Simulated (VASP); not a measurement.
# Cu16H in VASP: a series of runs

One slab, Cu16H, is run at these levels: PBE+D3(BJ), PBE, RPBE; tasks: relaxation of the atoms, single point.

Everything below comes from runs of VASP 6.6.1. Logs are shortened: lines on timing, memory, paths and dates and some standing lists are left out, and cuts for length are marked.

## (1) Starting point

The cell holds a slab with vacuum, 17 atoms: a = 5.105 Å, b = 5.105 Å, c = 22.753 Å, α = 90.00°, β = 90.00°, γ = 60.00°.

The cell was built by a generator and needn't be a form met in nature.

## (2) Relaxation of the atoms, PBE+D3(BJ)

The input, INCAR:

```
SYSTEM = Cu16H
PREC = Accurate ; ENCUT = 400
EDIFF = 1E-6 ; ISMEAR = 1
SIGMA = 0.1 ; LREAL = Auto
LASPH = .TRUE. ; NELM = 60
ALGO = Normal ; ISIF = 2
LWAVE = .FALSE. ; LCHARG = .FALSE.
GGA = PE ; IVDW = 12
IBRION = 2 ; NSW = 120
EDIFFG = -0.03 ; ISYM = 0
KPAR = 4
```

The input, KPOINTS:

```
Automatic mesh
0
G
  6 6 1
  0 0 0
```

The input, POSCAR:

```
Cu16H
1.0
    5.1053109602      0.0000000000      0.0000000000
    2.5526554801      4.4213289857      0.0000000000
    0.0000000000      0.0000000000     22.7527034153
Cu H
16 1
Selective dynamics
Direct
    0.0000000000      0.0000000000      0.1098770530  F F F
    0.5000000000      0.0000000000      0.1098770530  F F F
    0.0000000000      0.5000000000      0.1098770530  F F F
    0.5000000000      0.5000000000      0.1098770530  F F F
    0.1666666667      0.1666666667      0.2014808697  F F F
    0.6666666667      0.1666666667      0.2014808697  F F F
    0.1666666667      0.6666666667      0.2014808697  F F F
    0.6666666667      0.6666666667      0.2014808697  F F F
    0.8333333333      0.3333333333      0.2930846863  T T T
    0.3333333333      0.3333333333      0.2930846863  T T T
    0.8333333333      0.8333333333      0.2930846863  T T T
    0.3333333333      0.8333333333      0.2930846863  T T T
    0.0000000000      0.0000000000      0.3846885030  T T T
    0.5000000000      0.0000000000      0.3846885030  T T T
    0.0000000000      0.5000000000      0.3846885030  T T T
    0.5000000000      0.5000000000      0.3846885030  T T T
    0.3333333333      0.3333333333      0.4154540778  T T T
```

Potentials or basis: VASP PAW PBE potentials, release 64 (Cu, H).

Launch:

```
$ cat potpaw_PBE.64/Cu/POTCAR potpaw_PBE.64/H/POTCAR > POTCAR
$ mpirun -np 4 vasp_std > vasp.out
```

OUTCAR:

```text
SYSTEM = Cu16H
   PREC = Accurate
   ENCUT = 400
   EDIFF = 1E-6
   ISMEAR = 1
   LREAL = Auto
   LASPH = .TRUE.
   NELM = 60
   ISIF = 2
   GGA = PE
   IVDW = 12
   IBRION = 2
   NSW = 120
   EDIFFG = -0.03
   ISYM = 0
 IVDW          = 12

 ion  position               nearest neighbor table
   1  0.000  0.000  0.110-   3 2.55   3 2.55   4 2.55   4 2.55   2 2.55   2 2.55   7 2.55   6 2.55
                             5 2.55
   2  0.500  0.000  0.110-   4 2.55   3 2.55   4 2.55   3 2.55   1 2.55   1 2.55   8 2.55   5 2.55
                             6 2.55
   3  0.000  0.500  0.110-   1 2.55   1 2.55   2 2.55   2 2.55   4 2.55   4 2.55   5 2.55   8 2.55
                             7 2.55
   4  0.500  0.500  0.110-   2 2.55   1 2.55   2 2.55   1 2.55   3 2.55   3 2.55   6 2.55   7 2.55
                             8 2.55
   5  0.167  0.167  0.201-  10 2.55  12 2.55   9 2.55   7 2.55   7 2.55   8 2.55   8 2.55   6 2.55
                             6 2.55   3 2.55   2 2.55   1 2.55
   6  0.667  0.167  0.201-   9 2.55  11 2.55  10 2.55   8 2.55   7 2.55   8 2.55   7 2.55   5 2.55
                             5 2.55   4 2.55   1 2.55   2 2.55
   7  0.167  0.667  0.201-  12 2.55  10 2.55  11 2.55   5 2.55   5 2.55   6 2.55   6 2.55   8 2.55
                             8 2.55   1 2.55   4 2.55   3 2.55
   8  0.667  0.667  0.201-  11 2.55   9 2.55  12 2.55   6 2.55   5 2.55   6 2.55   5 2.55   7 2.55
                             7 2.55   2 2.55   3 2.55   4 2.55
   9  0.833  0.333  0.293-   6 2.55   8 2.55   5 2.55  11 2.55  11 2.55  12 2.55  12 2.55  10 2.55
                            10 2.55  13 2.55  16 2.55  15 2.55
  10  0.333  0.333  0.293-   5 2.55   7 2.55   6 2.55  12 2.55  11 2.55  12 2.55  11 2.55   9 2.55
                             9 2.55  14 2.55  15 2.55  16 2.55
  11  0.833  0.833  0.293-   8 2.55   6 2.55   7 2.55   9 2.55   9 2.55  10 2.55  10 2.55  12 2.55
                            12 2.55  15 2.55  14 2.55  13 2.55
  12  0.333  0.833  0.293-   7 2.55   5 2.55   8 2.55  10 2.55   9 2.55  10 2.55   9 2.55  11 2.55
                            11 2.55  16 2.55  13 2.55  14 2.55
  13  0.000  0.000  0.385-  15 2.55  15 2.55  16 2.55  16 2.55  14 2.55  14 2.55   9 2.55  12 2.55
                            11 2.55
  14  0.500  0.000  0.385-  17 1.63  16 2.55  15 2.55  16 2.55  15 2.55  13 2.55  13 2.55  10 2.55
                            11 2.55  12 2.55
  15  0.000  0.500  0.385-  17 1.63  13 2.55  13 2.55  14 2.55  14 2.55  16 2.55  16 2.55  11 2.55
                            10 2.55   9 2.55
  16  0.500  0.500  0.385-  17 1.63  14 2.55  13 2.55  14 2.55  13 2.55  15 2.55  15 2.55  12 2.55
                             9 2.55  10 2.55
  17  0.333  0.333  0.415-  14 1.63  15 1.63  16 1.63

IMPORTANT INFORMATION: All symmetrisations will be switched off!
NOSYMM: (Re-)initialisation of all symmetry stuff for point group C_1.

----------------------------------------------------------------------------------------

                                     Primitive cell

  volume of cell :     513.5799

  direct lattice vectors                    reciprocal lattice vectors
     5.105310960  0.000000000  0.000000000     0.195874455 -0.113088169  0.000000000
     2.552655480  4.421328986  0.000000000     0.000000000  0.226176338  0.000000000
     0.000000000  0.000000000 22.752703415     0.000000000  0.000000000  0.043950821

  length of vectors
     5.105310960  5.105310960 22.752703415     0.226176338  0.226176338  0.043950821

  position of ions in fractional coordinates (direct lattice)
     0.000000000  0.000000000  0.109877053
     0.500000000  0.000000000  0.109877053
     0.000000000  0.500000000  0.109877053
     0.500000000  0.500000000  0.109877053
     0.166666667  0.166666667  0.201480870
     0.666666667  0.166666667  0.201480870
[... 9 lines left out ...]
     0.500000000  0.500000000  0.384688503
     0.333333333  0.333333333  0.415454078

  ion indices of the primitive-cell ions
   primitive index   ion index
                 1           1
                 2           2
                 3           3
                 4           4
                 5           5
                 6           6
[... 9 lines left out ...]
                16          16
                17          17

----------------------------------------------------------------------------------------

 KPOINTS: Automatic mesh

Automatic generation of k-mesh.
 Grid dimensions read from file:
 generate k-points for:    6    6    1

 Generating k-lattice:

  Cartesian coordinates                     Fractional coordinates (reciprocal lattice)
     0.032645742 -0.018848028  0.000000000     0.166666667 -0.000000000  0.000000000
     0.000000000  0.037696056  0.000000000     0.000000000  0.166666667  0.000000000
     0.000000000  0.000000000  0.043950821     0.000000000  0.000000000  1.000000000

  Length of vectors
     0.037696056  0.037696056  0.043950821

  Shift w.r.t. Gamma in fractional coordinates (k-lattice)
     0.000000000  0.000000000  0.000000000

 Subroutine IBZKPT returns following result:
 ===========================================

 Found     20 irreducible k-points:

 Following reciprocal coordinates:
            Coordinates               Weight
  0.000000  0.000000  0.000000      1.000000
  0.166667  0.000000  0.000000      2.000000
  0.166667  0.166667  0.000000      2.000000
  0.000000  0.166667  0.000000      2.000000
  0.333333 -0.000000  0.000000      2.000000
  0.333333  0.333333  0.000000      2.000000
[... 12 lines left out ...]
  0.500000 -0.333333  0.000000      2.000000
 -0.333333  0.333333  0.000000      2.000000
   k-points           NKPTS =     20   k-points in BZ     NKDIM =     20   number of bands    NBANDS=    106
   number of dos      NEDOS =    301   number of ions     NIONS =     17
   total plane-waves  NPLWV = 194400
   dimension x,y,z NGX =    36 NGY =   36 NGZ =  150
   dimension x,y,z NGXF=    72 NGYF=   72 NGZF=  300
   ions per type =              16   1
   NGX,Y,Z   is equivalent  to a cutoff of  11.72, 11.72, 10.96 a.u.
   NGXF,Y,Z  is equivalent  to a cutoff of  23.45, 23.45, 21.92 a.u.
 SYSTEM =  Cu16H
   PREC   = accura    normal or accurate (medium, high low for compatibility)
   ISTART =      0    job   : 0-new  1-cont  2-samecut
   ICHARG =      2    charge: 1-file 2-atom 10-const
   ISPIN  =      1    spin polarized calculation?
   LNONCOLLINEAR =      F non collinear calculations
   LSORBIT =      F    spin-orbit coupling
   LASPH  =      T    aspherical Exc in radial PAW
   ENCUT  =  400.0 eV  29.40 Ry    5.42 a.u.   8.33  8.33 37.10*2*pi/ulx,y,z
   NELM   =     60;   NELMIN=  2; NELMDL= -5     # of ELM steps
   EDIFF  = 0.1E-05   stopping-criterion for ELM
   LREAL  =      T    real-space projection
   EDIFFG = -.3E-01   stopping-criterion for IOM
   NSW    =    120    number of steps for IOM
   IBRION =      2    ionic relax: 0-MD 1-quasi-New 2-CG
   NFREE  =      1    steps in history (QN), initial steepest desc. (CG)
   ISIF   =      2    stress and relaxation
   ISYM   =      0    0-nonsym 1-usesym 2-fastsym
   POTIM  = 0.5000    time-step for ionic-motion
   TEBEG  =    0.0;   TEEND  =   0.0 temperature during run
   PSTRESS=    0.0 pullay stress
   NELECT =     177.0000    total number of electrons
   NUPDOWN=      -1.0000    fix difference up-down
   EMIN   =  10.00;   EMAX   =-10.00  energy-range for DOS
   EFERMI =   0.00;   METHOD = LEGACY
   ISMEAR =     1;   SIGMA  =   0.10  broadening in eV -4-tet -1-fermi 0-gaus
   EFERMI_NEDOS =   21; number of points for ismear=-14 and -15
   IALGO  =     38    algorithm
   IMIX   =      4    mixing-type and parameters
     AMIX     =   0.40;   BMIX     =  1.00
     AMIX_MAG =   1.60;   BMIX_MAG =  1.00
  volume/ion in A,a.u.               =      30.21       203.87
  Fermi-wavevector in a.u.,A,eV,Ry     =   1.147792  2.169013 17.924679  1.317427
  Thomas-Fermi vector in A             =   2.284470
   LORBIT       =      0    0 simple, 1 ext, 2 COOP (PROOUT), +10 PAW based schemes
   GGA     = PE    functional components
   LHFCALC =     F    Hartree Fock is set to
   AEXX    =    0.0000 exact exchange contribution
   IVDW    =    12    specifies the selected vdW correction
   LEPSILON=     F    determine dielectric tensor
   LRPA    =     F    only Hartree local field effects (RPA)
 conjugate gradient relaxation of ions
 non-spin polarized calculation
 Methfessel and Paxton  Order N= 1 SIGMA  =   0.10
  energy-cutoff  :      400.00
  volume of cell :      513.58
 maximum number of plane-waves:      9373
 NGX is ok and might be reduce to    36
   NGX = 17   NGY = 17   NGZ = 75

--------------------------------------- Ionic step        1  -------------------------------------------

 number of electron     177.0000240 magnetization

 Free energy of the ion-electron system (eV)
  ---------------------------------------------------
  ext. energy  EPLUGINS =         0.00000000
  ---------------------------------------------------
  free energy    TOTEN  =       -59.40616151 eV

  energy without entropy =      -59.39172560  energy(sigma->0) =      -59.40134954

------------------------ aborting loop because EDIFF is reached ----------------------------------------

 Edisp (eV)   -7.00621

 E8    (eV) :    -3.1013

  FORCE on cell =-STRESS in cart. coord.  units (eV):
  Direction    XX          YY          ZZ          XY          YZ          ZX
  --------------------------------------------------------------------------------------
  -------------------------------------------------------------------------------------
  Total      -7.88464    -7.88495    -4.55780     0.00026     0.00004     0.00006
  in kB     -24.59712   -24.59811   -14.21863     0.00080     0.00012     0.00018
  external pressure =      -21.14 kB  Pullay stress =        0.00 kB
[... 142 lines left out ...]
  FREE ENERGIE OF THE ION-ELECTRON SYSTEM (eV)
  ---------------------------------------------------
  free  energy   TOTEN  =       -66.4927993072 eV

  energy  without entropy=      -66.4799476545  energy(sigma->0) =      -66.48851542

[... ionic steps 4 to 7 ...]

--------------------------------------- Ionic step        8  -------------------------------------------

 number of electron     177.0000243 magnetization

------------------------ aborting loop because EDIFF is reached ----------------------------------------

 Edisp (eV)   -7.05601

 E8    (eV) :    -3.1263
[... 99 lines left out ...]
  energy  without entropy=      -66.5485089366  energy(sigma->0) =      -66.55462986

--------------------------------------- Ionic step       10  -------------------------------------------

 number of electron     177.0000246 magnetization

 Free energy of the ion-electron system (eV)
  ---------------------------------------------------
  ext. energy  EPLUGINS =         0.00000000
  ---------------------------------------------------
  free energy    TOTEN  =       -59.49919319 eV

  energy without entropy =      -59.48995392  energy(sigma->0) =      -59.49611343

 E-fermi :  -0.1242     XC(G=0):  -5.4951

 val. band max:       -0.1254896768   @ k =   0.1667   0.1667   0.0000
 cond. band min:      -0.0745111067   @ k =   0.5000   0.5000   0.0000
 fundamental gap:      0.0509785701
 Fermi energy:        -0.1242193234

 k-point     1 :       0.0000    0.0000    0.0000
  band No.  band energies     occupation
      1      -9.1940      2.00000
      2      -8.1222      2.00000
      3      -6.7437      2.00000
      4      -5.5519      2.00000
      5      -5.0912      2.00000
      6      -5.0250      2.00000
[... 2049 lines left out ...]
     99       4.0000      0.00000
    100       4.3175      0.00000
 [bands above 100 left out]

------------------------ aborting loop because EDIFF is reached ----------------------------------------

 Edisp (eV)   -7.05860

 E8    (eV) :    -3.1276

  FORCE on cell =-STRESS in cart. coord.  units (eV):
  Direction    XX          YY          ZZ          XY          YZ          ZX
  --------------------------------------------------------------------------------------
  -------------------------------------------------------------------------------------
  Total      -8.12176    -8.12206    -2.65396     0.00026     0.00001     0.00002
  in kB     -25.33685   -25.33779    -8.27936     0.00081     0.00005     0.00008
  external pressure =      -19.65 kB  Pullay stress =        0.00 kB
[... 32 lines left out ...]
  FREE ENERGIE OF THE ION-ELECTRON SYSTEM (eV)
  ---------------------------------------------------
  free  energy   TOTEN  =       -66.5577931779 eV

  energy  without entropy=      -66.5485539065  energy(sigma->0) =      -66.55471342

 reached required accuracy - stopping structural energy minimisation
```

Run time: 65 min. Hardware: 4 MPI ranks of Intel Xeon Platinum 8259CL at 2.50GHz (Skylake/Cascade Lake), shared host; peak memory 0.84 GiB.

What came out:

```yaml
Free_energy: -66.5578 eV
Energy_gained_by_relaxing: 8.6 meV/atom
Ionic_steps: 10
Band_gap_on_the_k_mesh: none (metal or under the smearing width)
Dispersion_energy_per_atom: -0.415 eV
```

Step by step:
```
step  energy change (eV)  largest force (eV/Å)  pressure (GPa)
   1              0.0000                0.8651           -2.11
   2             -0.0710                0.4790           -2.13
   3             -0.0804                0.3487           -2.16
   4             -0.1080                0.2727           -2.12
   5             -0.1404                0.2090           -1.99
   6             -0.1407                0.1807           -2.03
   7             -0.1447                0.1560           -2.02
   8             -0.1448                0.1560           -1.98
   9             -0.1453                0.1552           -1.97
  10             -0.1454                0.1552           -1.97
```

Final structure:
```xyz
17
Lattice="5.1053 0.0000 0.0000 2.5527 4.4213 0.0000 0.0000 0.0000 22.7527" Properties=species:S:1:pos:R:3 pbc="T T T"
Cu    0.0000    0.0000    2.5000
Cu    2.5527    0.0000    2.5000
Cu    1.2763    2.2107    2.5000
Cu    3.8290    2.2107    2.5000
Cu    1.2763    0.7369    4.5842
Cu    3.8290    0.7369    4.5842
Cu    2.5527    2.9476    4.5842
Cu    5.1053    2.9476    4.5842
Cu    5.1053    1.4771    6.6353
Cu    2.5527    1.4738    6.5791
Cu    6.3787    3.6828    6.6353
Cu    3.8319    3.6828    6.6353
Cu    7.6580    4.4213    8.6542
Cu    2.5527    0.0041    8.6882
Cu    1.2799    2.2086    8.6882
Cu    3.8255    2.2086    8.6882
H     2.5527    1.4738    9.6225
```

## (3) Single point, PBE

The input, INCAR:

```
  PREC = Accurate
  ENCUT = 400
  EDIFF = 1E-6
  ISMEAR = 1
  SIGMA = 0.1
  LREAL = Auto
  LASPH = T
  NELM = 60
  ALGO = Normal
  ISIF = 2
  LWAVE = F
  LCHARG = F
  GGA = PE
  ISYM = 0
  KPAR = 4
```

The input, KPOINTS:

```
Automatic mesh
0
Gamma
  6 6 1
```

The input, POSCAR:

```
Cu16H                                   
1.0
    5.1053109602      0.0000000000      0.0000000000
    2.5526554801      4.4213289857      0.0000000000
    0.0000000000      0.0000000000     22.7527034153
  Cu              H             
    16     1
Selective dynamics
Direct
     0.0000000000000000    0.0000000000000000    0.1098770529999982   F   F   F
     0.5000000000000000    0.0000000000000000    0.1098770529999982   F   F   F
     0.0000000000000000    0.5000000000000000    0.1098770529999982   F   F   F
     0.5000000000000000    0.5000000000000000    0.1098770529999982   F   F   F
     0.1666666667000030    0.1666666667000030    0.2014808696999992   F   F   F
     0.6666666667000030    0.1666666667000030    0.2014808696999992   F   F   F
     0.1666666667000030    0.6666666667000030    0.2014808696999992   F   F   F
     0.6666666667000030    0.6666666667000030    0.2014808696999992   F   F   F
     0.8329539182422865    0.3340922712066195    0.2916277252375634   T   T   T
     0.3333328894607610    0.3333328811305289    0.2891582455713528   T   T   T
     0.8329538734223199    0.8329538657419305    0.2916275451661641   T   T   T
     0.3340922630527596    0.8329539198168202    0.2916277227931057   T   T   T
     0.9999998939522263    0.9999999052318005    0.3803581172709822   T   T   T
     0.4995398728408161    0.0009213150601320    0.3818544946729489   T   T   T
     0.0009213176689780    0.4995398783355857    0.3818544987069097   T   T   T
     0.4995389797138686    0.4995389961179152    0.3818544681569645   T   T   T
     0.3333332337702602    0.3333331928237594    0.4229161867013062   T   T   T
```

Potentials or basis: VASP PAW PBE potentials, release 64 (Cu, H).

Launch:

```
$ cat potpaw_PBE.64/Cu/POTCAR potpaw_PBE.64/H/POTCAR > POTCAR
$ mpirun -np 4 vasp_std > vasp.out
```

Run time: 13 min. Hardware: 4 MPI ranks of Intel Xeon Platinum 8259CL at 2.50GHz (Skylake/Cascade Lake), shared host; peak memory 0.73 GiB.

It converged, with:

- Free energy: -59.4992 eV
- Largest force: 0.211 eV/Å
- Band gap on the k mesh: none (metal or under the smearing width)

Forces on the atoms (eV/Å):
```
Cu   0.000  0.000 -0.042
Cu   0.000 -0.026 -0.007
Cu  -0.023  0.013 -0.007
Cu   0.023  0.013 -0.007
Cu  -0.059 -0.034 -0.199
Cu   0.059 -0.034 -0.199
Cu   0.000  0.069 -0.199
Cu   0.000  0.000 -0.178
Cu   0.000 -0.001  0.049
Cu   0.000  0.000  0.053
Cu   0.001  0.000  0.049
Cu  -0.001  0.000  0.049
Cu   0.000  0.000  0.129
Cu   0.000  0.013  0.165
Cu   0.011 -0.006  0.165
Cu  -0.011 -0.006  0.165
H    0.000  0.000  0.015
```

Levels at points of the mesh, in eV from the Fermi level:
| k point | band 85 | band 86 | band 87 | band 88 | band 89 | band 90 | band 91 | band 92 | band 93 | band 94 |
| --- | --- | --- | --- | --- | --- | --- | --- | --- | --- | --- |
| (0.00, 0.00, 0.00) | -0.81 | -0.26 | -0.26 | -0.25 | 0.43 | 0.75 | 0.75 | 1.07 | 1.30 | 1.30 |
| (0.50, 0.00, 0.00) | -1.31 | -1.09 | -0.26 | -0.17 | 0.05 | 0.43 | 0.60 | 0.84 | 1.63 | 1.86 |
| (0.50, 0.50, 0.00) | -1.31 | -1.09 | -0.26 | -0.17 | 0.05 | 0.43 | 0.60 | 0.84 | 1.63 | 1.86 |
| (0.00, 0.50, 0.00) | -1.31 | -1.09 | -0.26 | -0.17 | 0.05 | 0.43 | 0.60 | 0.84 | 1.63 | 1.86 |

(Continued in part 2 of 2.)
